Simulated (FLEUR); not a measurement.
ZrN:

```
Zr N
1.0
     0.00000    2.30000    2.30000
     2.30000    0.00000    2.30000
     2.30000    2.30000    0.00000
Zr N
1 1
Direct
  0.50000 0.50000 0.50000
  0.00000 0.00000 0.00000
```

* Program: FLEUR MaX-R8.1 (later development tree)
* Task: single point
* Functional: PBE
* Potentials or basis: all-electron
* Basis: FLAPW
* Kmax: 4.68 1/bohr
* k mesh: 10 × 10 × 10
* Occupations: fermi-dirac, width 0.05 eV
* Spin: no spin polarisation
* Gmax: 14.5 1/bohr
* Muffin-tin radii: Zr 2.37, N 1.54 bohr
* lmax: Zr 10, N 8
* Local orbitals a species: Zr 5, N 3
* Max iterations: 60
* Mixing factor: 0.05
* Mixer: Anderson
* Mixer history: 15
* Density convergence: 1e-05 me/bohr^3

On this cell: largest force zero by symmetry; band gap on the k mesh none (metal or under the smearing width).

The same run follows on a disturbed copy (atoms moved at random, drawn with an rms of 0.05 Å):

```
CELL_PARAMETERS angstrom
0.00000 2.30000 2.30000
2.30000 0.00000 2.30000
2.30000 2.30000 0.00000
ATOMIC_POSITIONS crystal
Zr 0.49908 0.50418 0.49783
N 0.00043 0.99544 0.00642
```

Problem. What does the disturbed cell give?

Solution. The energy (extrapolated to zero smearing) moves by +1.9 meV/atom; largest force 0.277 eV/Å; band gap on the k mesh none (metal or under the smearing width).

Forces in eV/Å, atoms in the order of the input:
```
Zr  -0.003  0.222 -0.166
N    0.003 -0.222  0.166
```
